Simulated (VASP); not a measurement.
# Rh in VASP: relaxation of the atoms with PBE

Aim: the relaxation of the atoms of Rh with PBE.

Program: VASP 6.6.1. These are calculated values, not measurements. Logs are shortened: lines on timing, memory, paths and dates and some standing lists are left out, and cuts for length are marked.

### Step 1. Starting point

The cell holds a slab with vacuum, 4 atoms: a = 2.719 Å, b = 2.719 Å, c = 27.376 Å, α = 90.00°, β = 90.00°, γ = 120.00°.

The cell was built by a generator and needn't be a form met in nature.

### Step 2. Relaxation of the atoms, PBE

INCAR

```
SYSTEM = Rh
  ALGO = Normal
  DIPOL = 0.5 0.5 0.500
  EDIFF = 1E-7
  EDIFFG = -0.02
  ENCUT = 520
  GGA = PE
  IBRION = 2
  IDIPOL = 3
  ISIF = 2
  ISMEAR = 1
  LASPH = .TRUE.
  LCHARG = .FALSE.
  LDIPOL = .TRUE.
  LREAL = .FALSE.
  LWAVE = .FALSE.
  NELM = 120
  NSW = 90
  PREC = Accurate
  SIGMA = 0.1
```

KPOINTS

```
k-points
0
G
  14 14 1
  0 0 0
```

POSCAR

```
Rh
1.0
    2.7193470000      0.0000000000      0.0000000000
   -1.3596735000      2.3550235400      0.0000000000
    0.0000000000      0.0000000000     27.3762814600
Rh
4
Direct
    0.0000000000      1.0000000000      0.3797913400
    0.6666670000      0.3333330000      0.4599292100
    0.3333340000      0.6666660000      0.5400707900
    0.0000000000      1.0000000000      0.6202086600
```

Potentials or basis: VASP PAW PBE potentials, release 64 (Rh_pv).

Run with:

```bash
$ cat potpaw_PBE.64/Rh_pv/POTCAR > POTCAR
$ mpirun -np 1 vasp_std > vasp.out
```

OUTCAR:

```text
SYSTEM = Rh
   EDIFF = 1E-7
   EDIFFG = -0.02
   ENCUT = 520
   GGA = PE
   IBRION = 2
   ISIF = 2
   ISMEAR = 1
   LASPH = .TRUE.
   LREAL = .FALSE.
   NELM = 120
   NSW = 90
   PREC = Accurate

 ion  position               nearest neighbor table
   1  0.000  0.000  0.380-   2 2.70   2 2.70   2 2.70
   2  0.667  0.333  0.460-   1 2.70   1 2.70   1 2.70   3 2.70   3 2.70   3 2.70
   3  0.333  0.667  0.540-   4 2.70   4 2.70   4 2.70   2 2.70   2 2.70   2 2.70
   4  0.000  0.000  0.620-   3 2.70   3 2.70   3 2.70

  LATTYP: Found a hexagonal cell.
 ALAT       =     2.7193470000
 C/A-ratio  =    10.0672262348

  Lattice vectors:

 A1 = (   2.7193470000,   0.0000000000,   0.0000000000)
 A2 = (  -1.3596735000,   2.3550235400,   0.0000000000)
 A3 = (   0.0000000000,   0.0000000000,  27.3762814600)

Analysis of symmetry for initial positions (statically):
=====================================================================
 Subroutine PRICEL returns:
 Original cell was already a primitive cell.

 Routine SETGRP: Setting up the symmetry group for a
 hexagonal supercell.

 Subroutine GETGRP returns: Found 12 space group operations
 (whereof 12 operations were pure point group operations)
 out of a pool of 24 trial point group operations.

The static configuration has the point symmetry D_3d.

Analysis of symmetry for dynamics (positions and initial velocities):
=====================================================================
 Subroutine PRICEL returns:
 Original cell was already a primitive cell.

 Routine SETGRP: Setting up the symmetry group for a
 hexagonal supercell.

 Subroutine GETGRP returns: Found 12 space group operations
 (whereof 12 operations were pure point group operations)
 out of a pool of 24 trial point group operations.

The dynamic configuration has the point symmetry D_3d.

 Subroutine INISYM returns: Found 12 space group operations
 (whereof 12 operations are pure point group operations),
 and found     1 'primitive' translations

----------------------------------------------------------------------------------------

                                     Primitive cell

  volume of cell :     175.3212

  direct lattice vectors                    reciprocal lattice vectors
     2.719347000  0.000000000  0.000000000     0.367735342  0.212312103  0.000000000
    -1.359673500  2.355023540  0.000000000     0.000000000  0.424624206  0.000000000
     0.000000000  0.000000000 27.376281460     0.000000000  0.000000000  0.036527970

  length of vectors
     2.719347000  2.719346962 27.376281460     0.424624200  0.424624206  0.036527970

  position of ions in fractional coordinates (direct lattice)
     0.000000000  0.000000000  0.379791340
     0.666667000  0.333333000  0.459929210
     0.333334000  0.666666000  0.540070790
     0.000000000  0.000000000  0.620208660

  ion indices of the primitive-cell ions
   primitive index   ion index
                 1           1
                 2           2
                 3           3
                 4           4

----------------------------------------------------------------------------------------

 KPOINTS: k-points

Automatic generation of k-mesh.
 Grid dimensions read from file:
 generate k-points for:   14   14    1

 Generating k-lattice:

  Cartesian coordinates                     Fractional coordinates (reciprocal lattice)
     0.026266810  0.015165150  0.000000000     0.071428571  0.000000000  0.000000000
     0.000000000  0.030330300  0.000000000     0.000000000  0.071428571  0.000000000
     0.000000000  0.000000000  0.036527970     0.000000000  0.000000000  1.000000000

  Length of vectors
     0.030330300  0.030330300  0.036527970

  Shift w.r.t. Gamma in fractional coordinates (k-lattice)
     0.000000000  0.000000000  0.000000000

 Subroutine IBZKPT returns following result:
 ===========================================

 Found     24 irreducible k-points:

 Following reciprocal coordinates:
            Coordinates               Weight
  0.000000  0.000000  0.000000      1.000000
  0.071429  0.000000  0.000000      6.000000
  0.142857  0.000000  0.000000      6.000000
  0.214286  0.000000  0.000000      6.000000
  0.285714  0.000000  0.000000      6.000000
  0.357143  0.000000  0.000000      6.000000
[... 16 lines left out ...]
  0.285714  0.285714  0.000000      6.000000
  0.357143  0.285714  0.000000      6.000000
   k-points           NKPTS =     24   k-points in BZ     NKDIM =     24   number of bands    NBANDS=     36
   number of dos      NEDOS =    301   number of ions     NIONS =      4
   total plane-waves  NPLWV =  84000
   dimension x,y,z NGX =    20 NGY =   20 NGZ =  210
   dimension x,y,z NGXF=    40 NGYF=   40 NGZF=  420
   ions per type =               4
   NGX,Y,Z   is equivalent  to a cutoff of  12.23, 12.23, 12.75 a.u.
   NGXF,Y,Z  is equivalent  to a cutoff of  24.45, 24.45, 25.51 a.u.
 SYSTEM =  Rh
   PREC   = accura    normal or accurate (medium, high low for compatibility)
   ISTART =      0    job   : 0-new  1-cont  2-samecut
   ICHARG =      2    charge: 1-file 2-atom 10-const
   ISPIN  =      1    spin polarized calculation?
   LNONCOLLINEAR =      F non collinear calculations
   LSORBIT =      F    spin-orbit coupling
   LASPH  =      T    aspherical Exc in radial PAW
   ENCUT  =  520.0 eV  38.22 Ry    6.18 a.u.   5.06  5.06 50.90*2*pi/ulx,y,z
   NELM   =    120;   NELMIN=  2; NELMDL= -5     # of ELM steps
   EDIFF  = 0.1E-06   stopping-criterion for ELM
   LREAL  =      F    real-space projection
   EDIFFG = -.2E-01   stopping-criterion for IOM
   NSW    =     90    number of steps for IOM
   IBRION =      2    ionic relax: 0-MD 1-quasi-New 2-CG
   NFREE  =      1    steps in history (QN), initial steepest desc. (CG)
   ISIF   =      2    stress and relaxation
   ISYM   =      2    0-nonsym 1-usesym 2-fastsym
   POTIM  = 0.5000    time-step for ionic-motion
   TEBEG  =    0.0;   TEEND  =   0.0 temperature during run
   PSTRESS=    0.0 pullay stress
   NELECT =      60.0000    total number of electrons
   NUPDOWN=      -1.0000    fix difference up-down
   EMIN   =  10.00;   EMAX   =-10.00  energy-range for DOS
   EFERMI =   0.00;   METHOD = LEGACY
   ISMEAR =     1;   SIGMA  =   0.10  broadening in eV -4-tet -1-fermi 0-gaus
   EFERMI_NEDOS =   21; number of points for ismear=-14 and -15
   IALGO  =     38    algorithm
   IMIX   =      4    mixing-type and parameters
     AMIX     =   0.40;   BMIX     =  1.00
     AMIX_MAG =   1.60;   BMIX_MAG =  1.00
  volume/ion in A,a.u.               =      43.83       295.78
  Fermi-wavevector in a.u.,A,eV,Ry     =   1.145110  2.163944 17.841000  1.311276
  Thomas-Fermi vector in A             =   2.281799
   LORBIT       =      0    0 simple, 1 ext, 2 COOP (PROOUT), +10 PAW based schemes
   GGA     = PE    functional components
   LHFCALC =     F    Hartree Fock is set to
   AEXX    =    0.0000 exact exchange contribution
   IVDW    =     0    specifies the selected vdW correction
   LEPSILON=     F    determine dielectric tensor
   LRPA    =     F    only Hartree local field effects (RPA)
 conjugate gradient relaxation of ions
 non-spin polarized calculation
 Methfessel and Paxton  Order N= 1 SIGMA  =   0.10
  energy-cutoff  :      520.00
  volume of cell :      175.32
 maximum number of plane-waves:      4763
   NGX = 11   NGY = 11   NGZ =101

--------------------------------------- Ionic step        1  -------------------------------------------

 number of electron      59.9999988 magnetization

 Free energy of the ion-electron system (eV)
  ---------------------------------------------------
  ext. energy  EPLUGINS =         0.00000000
  ---------------------------------------------------
  free energy    TOTEN  =       -27.40672144 eV

  energy without entropy =      -27.40319511  energy(sigma->0) =      -27.40554600

------------------------ aborting loop because EDIFF is reached ----------------------------------------

  FORCE on cell =-STRESS in cart. coord.  units (eV):
  Direction    XX          YY          ZZ          XY          YZ          ZX
  --------------------------------------------------------------------------------------
  -------------------------------------------------------------------------------------
  Total       -3.0761343     -3.0761342     -1.6799137      0.0000000     -0.0000000      0.0000000
  in kB      -28.1113392    -28.1113381    -15.3519384      0.0000000     -0.0000000      0.0000000
  external PRESSURE =     -23.8582052 kB  Pullay stress =       0.0000000 kB
[... 101 lines left out ...]
--------------------------------------- Ionic step        4  -------------------------------------------

 number of electron      59.9999998 magnetization

 dipolmoment           0.000000      0.000000      0.000000 electrons x Angstroem

------------------------ aborting loop because EDIFF is reached ----------------------------------------

  FORCE on cell =-STRESS in cart. coord.  units (eV):
  Direction    XX          YY          ZZ          XY          YZ          ZX
  --------------------------------------------------------------------------------------
  -------------------------------------------------------------------------------------
  Total       -2.6168821     -2.6168820     -0.2153350      0.0000000      0.0000000      0.0000000
  in kB      -23.9144502    -23.9144493     -1.9678446      0.0000000      0.0000000      0.0000000
  external PRESSURE =     -16.5989147 kB  Pullay stress =       0.0000000 kB
[... 25 lines left out ...]
--------------------------------------- Ionic step        5  -------------------------------------------

 number of electron      59.9999999 magnetization

 dipolmoment           0.000000      0.000000     -0.000000 electrons x Angstroem

 Free energy of the ion-electron system (eV)
  ---------------------------------------------------
  ext. energy  EPLUGINS =         0.00000000
  ---------------------------------------------------
  free energy    TOTEN  =       -27.41780641 eV

  energy without entropy =      -27.41589384  energy(sigma->0) =      -27.41716888

 E-fermi :   0.1926     XC(G=0):  -5.1157

 val. band max:        0.1902538528   @ k =   0.0714   0.0000   0.0000
 cond. band min:       0.1927298483   @ k =   0.2143   0.0000   0.0000
 fundamental gap:      0.0024759955
 Fermi energy:         0.1926073667

 k-point     1 :       0.0000    0.0000    0.0000
  band No.  band energies     occupation
      1     -46.8408      2.00000
      2     -46.4972      2.00000
      3     -46.2748      2.00000
      4     -46.2748      2.00000
      5     -46.2197      2.00000
      6     -46.2197      2.00000
[... 925 lines left out ...]
     35       7.2037      0.00000
     36       7.8465      0.00000

------------------------ aborting loop because EDIFF is reached ----------------------------------------

 vacuum level on the upper side and lower side of the slab       (xc-potential included)        -0.085        -0.085

  FORCE on cell =-STRESS in cart. coord.  units (eV):
  Direction    XX          YY          ZZ          XY          YZ          ZX
  --------------------------------------------------------------------------------------
  -------------------------------------------------------------------------------------
  Total       -2.5874688     -2.5874687     -0.0956611      0.0000000     -0.0000000      0.0000000
  in kB      -23.6456560    -23.6456551     -0.8742017      0.0000000     -0.0000000      0.0000000
  external PRESSURE =     -16.0551709 kB  Pullay stress =       0.0000000 kB
[... 19 lines left out ...]
  FREE ENERGIE OF THE ION-ELECTRON SYSTEM (eV)
  ---------------------------------------------------
  free  energy   TOTEN  =       -27.4178064066 eV

  energy  without entropy=      -27.4158938367  energy(sigma->0) =      -27.41716888

 reached required accuracy - stopping structural energy minimisation

 vacuum level on the upper side and lower side of the slab         5.267         5.267
```

It took 4.7 min on 1 thread of Intel Xeon 6975P-C (Granite Rapids), shared host; peak memory 0.34 GiB.

Results:

```
Free energy                  : -27.4178 eV
Energy gained by relaxing    : 2.8 meV/atom
Ionic steps                  : 5
Largest force after relaxing : 0.013 eV/Å
Band gap on the k mesh       : none (metal or under the smearing width)
```

Forces on the atoms (eV/Å):
```
Rh   0.000  0.000  0.013
Rh   0.000  0.000 -0.009
Rh   0.000  0.000  0.009
Rh   0.000  0.000 -0.013
```

Step by step:
```tsv
step	energy change (eV)	largest force (eV/Å)	pressure (GPa)
1	0.0000	0.2573	-2.39
2	-0.0053	0.1669	-2.16
3	-0.0084	0.1721	-1.82
4	-0.0109	0.0381	-1.66
5	-0.0111	0.0131	-1.61
```

Final structure:
```xyz
4
Lattice="2.7193 0.0000 0.0000 -1.3597 2.3550 0.0000 0.0000 0.0000 27.3763" Properties=species:S:1:pos:R:3 pbc="T T T"
Rh    0.0000    0.0000   10.4385
Rh    1.3597    0.7850   12.6023
Rh    0.0000    1.5700   14.7739
Rh    0.0000    0.0000   16.9377
```
